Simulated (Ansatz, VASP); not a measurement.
**InP: VASP beside Ansatz**

```xyz
6
Lattice="4.1565 0.0000 0.0000 0.0000 4.1565 0.0000 0.0000 0.0000 24.3477" Properties=species:S:1:pos:R:3 pbc="T T T"
P     0.0000    2.0783    8.5000
P     2.0783    0.0000   11.4391
P     0.0000    2.0783   14.3830
In    2.0783    2.0783    9.9695
In    0.0000    0.0000   12.8649
In    2.0783    2.0783   15.8989
```

Alike in both runs: functional PBEsol; k mesh 7 × 7 × 1; occupations gaussian, width 0.05 eV; no spin polarisation.

Ansatz relaxed the structure, and its values are those at the end. VASP's run is a single point on that final structure, the one shown.

```csv
,VASP,Ansatz
version,VASP 6.6.1,Ansatz 0.2.0
potentials or method,"VASP PAW PBE potentials, release 64 (P, In_d)","scalar-relativistic, plane waves, PAW"
plane-wave cutoff (eV),520,420
valence electrons in the cell,54,54
```

Ansatz gave:

```
gap on the k mesh at the Fermi level (eV) : none
rms of the force components (eV/Å)        : 0.190
```

**Question.** Estimate VASP's values.

**Answer.** gap on the k mesh at the Fermi level (eV): none; rms of the force components (eV/Å): 0.191.

A gap of «none» marks a metal or a gap that the smearing closes. With one functional, cell and mesh, what is left measures potentials, basis and numerics. Ansatz warned: «xc_potential_rough_in_thin_density».

Caveats: the PAW data sets were made with another functional, which shifts forces and pressure a little (VASP).
